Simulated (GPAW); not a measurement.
As:

```xyz
2
Lattice="1.8808 1.0859 3.5141 -1.8808 1.0859 3.5141 0.0000 -2.1718 3.5141" Properties=species:S:1:pos:R:3 pbc="T T T"
As    0.0000    0.0000    2.3825
As    0.0000    0.0000    8.1597
```

| Quantity | Value |
| --- | --- |
| Program | GPAW 26.7.0 |
| Task | relaxation of cell and atoms |
| Functional | r2SCAN |
| Potentials or basis | GPAW PAW data sets (gpaw-data 1.2.1) |
| Cutoff | 600 eV |
| Basis | pw |
| k mesh | 6 × 6 × 6 |
| Occupations | fermi-dirac, width 0.05 eV |
| Spin | no spin polarisation |

At the start: pressure 1.8 GPa; volume 21.53 Å³/atom.

Q: Where does the relaxation end?

A: Over 10 steps the energy falls by 2.7 meV/atom and the volume is 22.05 Å³/atom (+2.4 %); space group R-3m (No. 166, to 0.05 Å).

Step by step:
```tsv
step	energy change (eV)	largest force (eV/Å)	pressure (GPa)	volume (Å³)
1	0.0000	0.0709	1.75	43.06
2	-0.0016	0.0342	1.42	43.21
3	-0.0035	0.0264	0.85	43.49
4	-0.0046	0.0880	0.18	43.85
5	-0.0045	0.1189	-0.37	44.20
6	-0.0046	0.1124	-0.34	44.19
7	-0.0048	0.0997	-0.28	44.17
8	-0.0050	0.0817	-0.20	44.15
9	-0.0053	0.0594	-0.10	44.12
10	-0.0054	0.0344	0.01	44.10
```

Final structure:
```yaml
crystal:
  lattice:
    - [1.89492, 1.09403, 3.54501]
    - [-1.89492, 1.09403, 3.54501]
    - [0.00000, -2.18807, 3.54501]
  atoms:
    - { symbol: As, position: [0.22575, 0.22575, 0.22575] }
    - { symbol: As, position: [0.77425, 0.77425, 0.77425] }
```

Caveat: later steps reuse the first step's grids; the PAW data sets were made with another functional, which shifts forces and pressure a little.
